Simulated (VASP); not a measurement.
A run of VASP 6.6.1 is set up as follows.

The input POSCAR:

```
Ni
1.0
    2.4480228978      0.0000000000      0.0000000000
   -1.2240114489      2.1200500186      0.0000000000
    0.0000000000      0.0000000000      4.0728075700
Ni
2
Direct
    0.6666666667      0.3333333333      0.7500000000
    0.3333333333      0.6666666667      0.2500000000
```

Contents of INCAR.step1:

```
SYSTEM = Ni
ALGO = Normal
EDIFF = 1E-4
ENCUT = 520
GGA = PE
ISMEAR = 1
ISPIN = 2
LASPH = .TRUE.
LCHARG = .FALSE.
LMAXMIX = 4
LREAL = .FALSE.
LWAVE = .TRUE.
MAGMOM = 1 1
NBANDS = 21
NELM = 150
PREC = Accurate
SIGMA = 0.01
```

File INCAR.step2:

```
SYSTEM = Ni
ALGO = Normal
EDIFF = 1E-7
ENCUT = 520
ISIF = 2
ISMEAR = 1
ISPIN = 2
ISTART = 1
LASPH = .TRUE.
LCHARG = .FALSE.
LMAXMIX = 4
LMIXTAU = .TRUE.
LORBIT = 11
LREAL = .FALSE.
LWAVE = .FALSE.
MAGMOM = 1 1
METAGGA = R2SCAN
NBANDS = 21
NELM = 150
PREC = Accurate
SIGMA = 0.01
```

File KPOINTS:

```
k-points
0
G
  10 10 6
  0 0 0
```

Potentials or basis: VASP PAW PBE potentials, release 64 (Ni).

Run with:

```sh
$ cat potpaw_PBE.64/Ni/POTCAR > POTCAR
$ cp INCAR.step1 INCAR
$ mpirun -np 1 vasp_std > vasp.out
$ cp INCAR.step2 INCAR
$ mpirun -np 1 vasp_std > vasp.out
```

Problem. Predict the band gap on the k mesh.

Solution. None (metal or under the smearing width).

Problem. What does it give for the pressure?

Solution. -0.1 GPa.

Stress tensor (GPa, compression positive):
```
-0.78  0.00  0.00
 0.00 -0.78  0.00
 0.00  0.00  1.38
```

Caveat: the PAW data sets were made with another functional, which shifts forces and pressure a little.
